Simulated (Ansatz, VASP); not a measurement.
**CaF7: VASP beside Ansatz**

```
Ca F
1.0
    -2.81672    2.81672    2.81672
     2.81672   -2.81672    2.81672
     2.81672    2.81672   -2.81672
Ca F
1 7
Direct
  0.00000 0.00000 0.00000
  0.00000 0.50000 0.50000
  0.50000 0.50000 0.00000
  0.50000 0.00000 0.50000
  0.00000 0.00000 0.50000
  0.00000 0.50000 0.00000
  0.50000 0.00000 0.00000
  0.50000 0.50000 0.50000
```

Change from the starting cell: species swapped into the Fe7Co type (Im-3m, No. 229).

Alike in both runs: functional PBE; k mesh 10 × 10 × 10; occupations gaussian, width 0.1 eV; no spin polarisation.

Ansatz relaxed the structure, and its values are those at the end. VASP's run is a single point on that final structure, the one shown.

|  | VASP | Ansatz |
| --- | --- | --- |
| version | VASP 6.6.1 | Ansatz 0.2.0 |
| potentials or method | VASP PAW PBE potentials, release 64 (Ca_sv, F) | scalar-relativistic, plane waves, PAW |
| plane-wave cutoff (eV) | 520 | 420 |
| valence electrons in the cell | 59 | 59 |

```csv
,VASP,Ansatz,Ansatz less VASP
gap on the k mesh at the Fermi level (eV),none,none,-
pressure (GPa),-0.2,0.0,+0.27
```

A gap of «none» marks a metal or a gap that the smearing closes. The functional is the same, so the differences come from potentials, cutoffs and numerics.

Caveats: an odd number of electrons without spin polarisation forces a metal; a magnetic or distorted state may lie lower.
